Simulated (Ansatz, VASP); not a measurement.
# One calculation of BN, two programs

```
B N
1.0
     2.54057    0.00000    0.00000
    -1.27028    2.20020    0.00000
     0.00000    0.00000    4.20265
B N
2 2
Cartesian
  0.0000 1.4668 -0.0010
  1.2703 0.7334 2.1003
  0.0000 1.4668 1.5728
  1.2703 0.7334 3.6741
```

Change from the starting cell: polar distortion scaled by 1.00.

Alike in both runs: task single point; functional PBEsol; k mesh 12 × 12 × 6; no spin polarisation.

|  | VASP | Ansatz |
| --- | --- | --- |
| version | VASP 6.6.1 | Ansatz 0.2.0 |
| potentials or method | VASP PAW PBE potentials, release 64 (B, N) | scalar-relativistic, plane waves, PAW |
| plane-wave cutoff (eV) | 520 | 420 |
| occupations | gaussian, width 0.01 eV | fixed |
| valence electrons in the cell | 16 | 16 |

VASP gave:

| Quantity | Value |
| --- | --- |
| gap on the k mesh at the Fermi level (eV) | 4.95 |
| least direct gap on the mesh (eV) | 8.23 |
| pressure (GPa) | 0.8 |
| largest component of the traceless stress (GPa) | 0.05 |

Task: What did Ansatz give for the same quantities?

Result: gap on the k mesh at the Fermi level (eV): 4.96; least direct gap on the mesh (eV): 8.23; pressure (GPa): 0.0; largest component of the traceless stress (GPa): 0.00.

Ansatz warned: «pseudo_functional_mismatch».

Caveats: the PAW data sets were made with another functional, which shifts forces and pressure a little (VASP). A k mesh can miss the band edges.
